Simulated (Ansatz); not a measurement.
**SiNi: projected density of states with PBE**

SiNi:

```
Ni Si
1.0
     2.94277    0.00000    0.00000
     0.00000    3.28033    0.00000
     0.00000    0.00000    4.67745
Ni Si
2 2
Cartesian
  1.4714 1.6402 1.6020
  0.0000 0.0000 3.0754
  1.4714 1.6402 3.9438
  0.0000 0.0000 0.7337
```

The cell is a database's computed one.

```json
{"Program": "Ansatz 0.2.0", "Task": "projected density of states", "Functional": "PBE", "Potentials or basis": "all-electron LAPW, scalar-relativistic", "Cutoff": "270 eV (chosen from the basis error)", "Basis error allowed": "0.002 eV/atom", "k mesh": "9 × 8 × 6", "Occupations": "fermi-dirac, width 0.05 eV", "Spin": "collinear spin, ferromagnetic start", "Starting moments": "[1.0, 1.0, 0.0, 0.0] μB"}
```

```json
{
  "Pressure": "6.7 GPa",
  "Largest force": "0.057 eV/Å",
  "Band gap along the path": "none (metal or under the smearing width)",
  "Net moment": "0.00 μB per cell",
  "Absolute moment": "0.00 μB per cell"
}
```

Forces in eV/Å, atoms in the order of the input:
```
Ni   0.000  0.000  0.057
Ni   0.000  0.000 -0.057
Si   0.000  0.000  0.021
Si   0.000  0.000 -0.021
```

Stress tensor (GPa, compression positive):
```
6.61 0.00 0.00
0.00 7.07 0.00
0.00 0.00 6.41
```

Levels at the corners of the path, in eV from the Fermi level:
Spin up:
| point | band 26 | band 27 | band 28 | band 29 | band 30 | band 31 | band 32 | band 33 | band 34 | band 35 |
| --- | --- | --- | --- | --- | --- | --- | --- | --- | --- | --- |
| Γ | -2.72 | -2.35 | -2.04 | -2.02 | -1.39 | 1.22 | 2.73 | 5.16 | 5.54 | 7.26 |
| X | -2.64 | -2.62 | -2.62 | -1.61 | -1.61 | 1.76 | 1.76 | 3.44 | 3.44 | 6.05 |
| S | -3.37 | -2.12 | -2.12 | -1.61 | -1.61 | 1.57 | 1.57 | 1.94 | 1.94 | 3.88 |
| Y | -2.80 | -2.27 | -2.27 | -2.22 | -2.22 | 1.16 | 1.16 | 4.99 | 4.99 | 7.87 |
| Γ | -2.72 | -2.35 | -2.04 | -2.02 | -1.39 | 1.22 | 2.73 | 5.16 | 5.54 | 7.26 |
| Z | -2.79 | -2.72 | -2.09 | 1.10 | 1.57 | 1.97 | 2.40 | 2.90 | 3.61 | 4.49 |
| U | -2.48 | -2.26 | -2.26 | -1.42 | -1.42 | 3.62 | 3.62 | 5.31 | 5.31 | 5.66 |
| R | -2.88 | -2.15 | -2.15 | -1.53 | -1.53 | -0.41 | -0.41 | 1.04 | 1.04 | 8.08 |
Spin down:
```
point  band 28  band 29  band 30  band 31  band 32  band 33
    Γ    -2.04    -2.02    -1.39     1.22     2.73     5.16
    X    -2.62    -1.61    -1.61     1.76     1.76     3.44
    S    -2.12    -1.61    -1.61     1.57     1.57     1.94
    Y    -2.27    -2.22    -2.22     1.16     1.16     4.99
    Γ    -2.04    -2.02    -1.39     1.22     2.73     5.16
    Z    -2.09     1.10     1.57     1.97     2.40     2.90
    U    -2.26    -1.42    -1.42     3.62     3.62     5.31
    R    -2.15    -1.53    -1.53    -0.41    -0.41     1.04
```

States per cell in windows of 1 eV (zero at the Fermi level; states under -8 eV left out):
```tsv
from (eV)	up	down	Ni1 3d up	Ni1 3d down	Ni2 3d up	Ni2 3d down	Si3 3p up	Si3 3p down
-8.0	0.25	0.25	0.02	0.02	0.02	0.02	0.05	0.05
-7.0	0.81	0.81	0.10	0.10	0.10	0.10	0.22	0.22
-6.0	0.88	0.88	0.18	0.18	0.18	0.18	0.18	0.18
-5.0	1.57	1.57	0.51	0.51	0.51	0.51	0.20	0.20
-4.0	3.20	3.20	1.29	1.29	1.29	1.29	0.24	0.24
-3.0	3.15	3.15	1.43	1.43	1.43	1.43	0.09	0.09
-2.0	1.86	1.86	0.74	0.74	0.74	0.74	0.12	0.12
-1.0	0.38	0.38	0.10	0.10	0.10	0.10	0.06	0.06
0.0	0.72	0.72	0.16	0.16	0.16	0.16	0.12	0.12
1.0	0.76	0.76	0.11	0.11	0.11	0.11	0.15	0.15
2.0	0.92	0.92	0.09	0.09	0.09	0.09	0.20	0.20
3.0	0.75	0.75	0.05	0.05	0.05	0.05	0.18	0.18
4.0	0.78	0.78	0.04	0.04	0.04	0.04	0.17	0.17
5.0	0.76	0.76	0.03	0.03	0.03	0.03	0.13	0.13
6.0	0.75	0.75	0.02	0.02	0.02	0.02	0.10	0.10
7.0	0.78	0.78	0.01	0.01	0.01	0.01	0.08	0.08
```

It took 36 s on 4 threads of Intel(R) Xeon(R) Platinum 8375C CPU @ 2.90GHz (Ice Lake) (shared host), peak memory 0.97 GiB.

Caveat: the starting moments weren't kept.
